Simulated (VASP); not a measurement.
Here is a VASP 6.6.1 calculation.

INCAR

```
ALGO = Normal ; EDIFF = 1E-6
ENCUT = 520 ; ISIF = 2
ISMEAR = -1 ; LASPH = T
LCHARG = F ; LREAL = F
LWAVE = F ; NBANDS = 16
NELM = 100 ; PREC = Accurate
SIGMA = 0.02
```

The input KPOINTS:

```
k-points
0
Gamma
  6 6 6
```

The input POSCAR:

```
InAs
1.0
    0.0000000000      3.0145121485      3.0145121485
    3.0145121485      0.0000000000      3.0145121485
    3.0145121485      3.0145121485      0.0000000000
In As
1 1
Direct
    0.0000000000      0.0000000000      0.0000000000
    0.2500000000      0.2500000000      0.2500000000
```

Potentials or basis: VASP PAW LDA potentials, release 64 (In_d, As).

Run with:

```sh
$ cat potpaw_LDA.64/In_d/POTCAR potpaw_LDA.64/As/POTCAR > POTCAR
$ mpirun -np 1 vasp_std > vasp.out
```

Problem. What does it give for the band gap on the k mesh?

Solution. Zero (filled and empty bands touch).

Problem. What does it give for the pressure?

Solution. 0.1 GPa.

Caveat: semilocal functionals underestimate gaps, so a narrow gap can read as zero; spin-orbit coupling is left out, which moves the levels of the heavy elements.

**Experimental background.**

A printed reference work, data compilation reports, for a bulk crystal of InAs at 4.2 K: band gap 0.418 eV (direct).

A measured gap of InAs is 0.418 eV (direct; 4.2 K; a printed reference work, data compilation); the calculated 0.00 eV misses it by -0.42 eV. Spin-orbit coupling on As, In is left out. The value is that of LDA on a finite k mesh, which can miss the band edges, without temperature or zero-point motion. Semilocal functionals fall short of measured gaps as a rule.
